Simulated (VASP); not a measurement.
# MnNi3: Ni into a neighbouring Ni vacancy, part 2 of 5

How hard is this move in MnNi3: Ni into a neighbouring Ni vacancy? Both ends are relaxed first, then a band of images between them. The start is a cell from a database of measured crystal structures.

VASP 6.6.1; PBEsol, spin-polarised from a ferromagnetic start; plane waves and PAW (Ni, Mn).

Still holding for the runs below: The magnetic state follows from one typed start and may not be the lowest. The k-mesh is coarse for a metal.

So far. Step 2 (Relax the host): The run ended after 3 ionic steps, 0.157 eV below its first step, once forces and stress met EDIFFG = -0.02. The relaxed cell has a = 3.500 Å (conventional setting).

**3. Relax the host again, on a new basis**

The volume changed by more than 5 %, so the plane waves of the start no longer fit; a second relaxation removes that error.

INCAR

```
SYSTEM = MnNi3
PREC = Accurate
ENCUT = 360
EDIFF = 1E-06
NELM = 120
ISMEAR = 1
SIGMA = 0.15
LREAL = .FALSE.
ALGO = Normal
GGA = PS
NBANDS = 31
ISPIN = 2
MAGMOM = 1 1 1 4
LMAXMIX = 4
LORBIT = 11
LWAVE = .FALSE.
LCHARG = .FALSE.
KPAR = 3
IBRION = 2
NSW = 30
ISIF = 3
EDIFFG = -0.02
POTIM = 0.4
```

POSCAR

```
MnNi3
1.0
    3.5001297764      0.0000000000      0.0000000000
    0.0000000000      3.5001297764      0.0000000000
    0.0000000000      0.0000000000      3.5001297764
Ni Mn
3 1
Direct
    0.5000000000      0.5000000000      0.0000000000
    0.5000000000      0.0000000000      0.5000000000
    0.0000000000      0.5000000000      0.5000000000
    0.0000000000      0.0000000000      0.0000000000
```

KPOINTS

```
Automatic mesh
0
Gamma
7 7 7
0 0 0
```

The projector-augmented-wave data sets are Ni and Mn (PBE family, release 64).

Launch:

```console
mpirun -np 3 vasp_std
```

The log of the run:

```text
[banner, memory and clock lines left out]
running    3 mpi-ranks, on    1 nodes
 distrk:  each k-point on    1 cores,    3 groups
 distr:  one band on    1 cores,    1 groups

 POSCAR found type information on POSCAR NiMn
 POSCAR found :  2 types and       4 ions
 [... a notice as in an earlier step ...]

 LDA part: xc-table for (Slater+PW92), standard interpolation
 POSCAR, INCAR and KPOINTS ok, starting setup
 FFT: planning ... GRIDC
 FFT: planning ... GRID_SOFT
 FFT: planning ... GRID
 WAVECAR not read
 entering main loop
       N       E                     dE             d eps       ncg     rms          rms(c)
DAV:   1     0.195336292451E+03    0.19534E+03   -0.12734E+04  2712   0.130E+03
DAV:   2    -0.208275736868E+02   -0.21616E+03   -0.20170E+03  2494   0.274E+02
DAV:   3    -0.328185610906E+02   -0.11991E+02   -0.11503E+02  2830   0.874E+01
DAV:   4    -0.330082414464E+02   -0.18968E+00   -0.18953E+00  2982   0.114E+01
DAV:   5    -0.330176887911E+02   -0.94473E-02   -0.94469E-02  3659   0.228E+00    0.231E+01
DAV:   6    -0.301609730971E+02    0.28567E+01   -0.26014E+01  2837   0.807E+01    0.175E+01
DAV:   7    -0.348372137836E+02   -0.46762E+01   -0.37348E+01  3630   0.834E+01    0.386E+01
DAV:   8    -0.283101158622E+02    0.65271E+01   -0.55453E+00  3182   0.729E+01    0.449E+00
DAV:   9    -0.284237046727E+02   -0.11359E+00   -0.45225E-01  3576   0.653E+00    0.260E+00
DAV:  10    -0.284618798123E+02   -0.38175E-01   -0.36657E-02  3890   0.251E+00    0.220E+00
DAV:  11    -0.284609321271E+02    0.94769E-03   -0.20821E-02  3659   0.261E+00    0.151E+00
DAV:  12    -0.284598989001E+02    0.10332E-02   -0.60911E-03  3274   0.167E+00    0.590E-01
DAV:  13    -0.284595596126E+02    0.33929E-03   -0.14903E-03  3879   0.519E-01    0.138E-01
DAV:  14    -0.284595334181E+02    0.26195E-04   -0.10352E-04  3017   0.102E-01    0.945E-02
DAV:  15    -0.284595628036E+02   -0.29386E-04   -0.38007E-05  3597   0.119E-01    0.245E-02
DAV:  16    -0.284595635006E+02   -0.69700E-06   -0.55666E-06  2919   0.254E-02
   1 F= -.28459564E+02 E0= -.28459482E+02  d E =-.284596E+02  mag=     4.5539
 curvature:   0.00 expect dE= 0.000E+00 dE for cont linesearch  0.000E+00
 trial: gam= 0.00000 g(F)=  0.000E+00 g(S)=  0.520E-04 ort = 0.000E+00 (trialstep = 0.100E+01)
 search vector abs. value=  0.520E-04
 reached required accuracy - stopping structural energy minimisation
```

It took 8.8 s on 3 MPI ranks of Intel Xeon 6975P-C (Granite Rapids), shared host; peak memory 0.45 GiB.

Parts of OUTCAR (step 3):

```text
  LATTYP: Found a simple cubic cell.
 ALAT       =     3.5001297764

The static configuration has the point symmetry O_h .

 Found     20 irreducible k-points:

   ENCUT  =  360.0 eV  26.46 Ry    5.14 a.u.   5.41  5.41  5.41*2*pi/ulx,y,z

   NELECT =      37.0000    total number of electrons

 E-fermi :   8.8141

 spin component 1
 k-point     1 :       0.0000    0.0000    0.0000
  band No.  band energies     occupation
    ...
     14       8.4568      1.00193
     15       8.4568      1.00193
     16       8.4568      1.00193
     17       8.6869      1.00133
     18       8.6869      1.00133
     19       9.0652     -0.01970
     20       9.0652     -0.01970
     21       9.0652     -0.01970
     22      11.3583     -0.00000
     23      11.3583     -0.00000
    ...

 k-point     2 :       0.1429    0.0000    0.0000
  band No.  band energies     occupation
    ...
     16       8.4572      1.00195
     17       8.5527      1.01673
     18       8.6055      1.03211
     19       8.7036      0.97210
     20       8.7036      0.97210
     21       9.0639     -0.02007
     22      10.2104     -0.00000
     23      12.2231      0.00000
     24      12.2231      0.00000
     25      18.5885      0.00000
    ...

 k-point     3 :       0.2857    0.0000    0.0000
  band No.  band energies     occupation
    ...
     17       8.2295      1.00000
     18       8.2295      1.00000
     19       8.4178      1.00060
     20       8.4289      1.00085
     21       8.4577      1.00198
     22       9.0609     -0.02097
     23      13.9052      0.00000
     24      13.9052      0.00000
     25      18.7802      0.00000
     26      18.9526      0.00000
    ...

 k-point     4 :       0.4286    0.0000    0.0000
  band No.  band energies     occupation
    ...
     17       7.7203      1.00000
     18       7.8950      1.00000
     19       7.9922      1.00000
     20       8.2503      1.00000
     21       8.4581      1.00200
     22       9.0588     -0.02163
     23      15.8870      0.00000
     24      15.8870      0.00000
     25      18.0565      0.00000
     26      18.0565      0.00000
    ...

  Total        0.0423753      0.0423753      0.0423753      0.0000000      0.0000000      0.0000000
  in kB        1.5833292      1.5833292      1.5833292      0.0000000      0.0000000      0.0000000
  external PRESSURE =       1.5833292 kB  Pullay stress =       0.0000000 kB

  energy-cutoff  :      360.00
  volume of cell :       42.88
      direct lattice vectors                 reciprocal lattice vectors
     3.500129776  0.000000000  0.000000000     0.285703692  0.000000000  0.000000000
     0.000000000  3.500129776  0.000000000     0.000000000  0.285703692  0.000000000
     0.000000000  0.000000000  3.500129776     0.000000000  0.000000000  0.285703692

 POSITION                                       TOTAL-FORCE (eV/Angst)
 -----------------------------------------------------------------------------------
      1.75006      1.75006      0.00000         0.000000      0.000000      0.000000
      1.75006      0.00000      1.75006         0.000000      0.000000      0.000000
      0.00000      1.75006      1.75006         0.000000      0.000000      0.000000
      0.00000      0.00000      0.00000         0.000000      0.000000      0.000000
 -----------------------------------------------------------------------------------
    total drift:                                0.000000     -0.000000     -0.000000

  FREE ENERGIE OF THE ION-ELECTRON SYSTEM (eV)
  ---------------------------------------------------
  free  energy   TOTEN  =       -28.4595635006 eV

  energy  without entropy=      -28.4593199060  energy(sigma->0) =      -28.45948230

 total charge
# of ion       s       p       d       tot
------------------------------------------
    1        0.532   0.559   8.333   9.424
    2        0.532   0.559   8.333   9.424
    3        0.532   0.559   8.333   9.424
    4        0.386   0.399   5.023   5.807
--------------------------------------------------
tot          1.983   2.075  30.021  34.079

 magnetization (x)
# of ion       s       p       d       tot
------------------------------------------
    1       -0.019  -0.032   0.541   0.490
    2       -0.019  -0.032   0.541   0.490
    3       -0.019  -0.032   0.541   0.490
    4        0.013   0.013   3.001   3.026
--------------------------------------------------
tot         -0.045  -0.084   4.624   4.496

[... 5 parts as in an earlier step ...]

[... 10 further parts left out ...]
```

CONTCAR:

```
MnNi3
   1.00000000000000
     3.5001297764000001    0.0000000000000000    0.0000000000000000
     0.0000000000000000    3.5001297764000001    0.0000000000000000
     0.0000000000000000    0.0000000000000000    3.5001297764000001
  Ni              Mn
     3     1
Direct
     0.5000000000000000    0.5000000000000000    0.0000000000000000
     0.5000000000000000    0.0000000000000000    0.5000000000000000
     0.0000000000000000    0.5000000000000000    0.5000000000000000
     0.0000000000000000    0.0000000000000000    0.0000000000000000
```

Little changed from the start: no atom moved by 0.005 Å and no cell edge by 0.1 %.

This step gave:

| Quantity | Value |
| --- | --- |
| electronic cycles | 16 |
| free energy (TOTEN) | -28.46 eV |
| energy at zero smearing | -28.46 eV |
| Fermi energy | 8.814 eV |
| moment of the cell, from the last line of the log | 4.554 μB |

The start already met the threshold, so nothing moved.

(Continued in part 3 of 5.)

[Lines on the potential files, build, host, timing and source positions are cut from VASP's logs without a mark.]

[Logs are printed without paths, hosts, clocks, repeated set-up lines and the standing remarks that a program may print on its own settings, such as how far it seeks lower states.]

[Hosts, paths, dates, database ids (printed as entryN), source tags and the programs' standing remarks are cut or masked in the printed files.]

[Runs that stopped without an error message from VASP are left out.]
